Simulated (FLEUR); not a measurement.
ZnS under changes of volume

One of the cells (19.727 Å³/atom); the others are scaled copies at fixed shape and fractional positions:

```
Zn S
1.0
     0.00000    2.70200    2.70200
     2.70200    0.00000    2.70200
     2.70200    2.70200    0.00000
Zn S
1 1
Cartesian
  4.0530 4.0530 4.0530
  0.0000 0.0000 0.0000
```

```yaml
Program: FLEUR MaX-R8.1 (later development tree)
Functional: PBEsol
Potentials_or_basis: all-electron
Basis: FLAPW
Kmax: 5.27 1/bohr
k_mesh: 9 × 9 × 9
Occupations: fermi-dirac, width 0.05 eV
Spin: no spin polarisation
```

```csv
volume (Å³/atom),energy over the lowest point (meV/atom),gap on the mesh (eV)
18.543,5.94,2.24
18.938,0.81,2.15
19.332,0.00,2.06
19.727,3.04,1.98
20.121,9.54,1.89
20.516,19.12,1.81
20.910,?,?
```

**Question.** What does the run at 20.910 Å³/atom give?

**Answer.** Energy over the lowest point 31.46 meV/atom; gap on the mesh 1.73 eV.

Worked out: A Birch-Murnaghan fit of order 3 (a polynomial in V^(-2/3)) to the other rows has its minimum at 19.21 Å³/atom with B0 = V·E''(V) = 79 GPa and B' = 4.5. It gives 31.44 meV/atom at 20.910 Å³/atom, against the run's 31.46. A straight line through the other rows of the gap, of slope -4.25 eV per unit of ln V (its deformation potential), extrapolates to 1.73 eV, against the run's 1.73.

Energies are extrapolated to zero smearing.
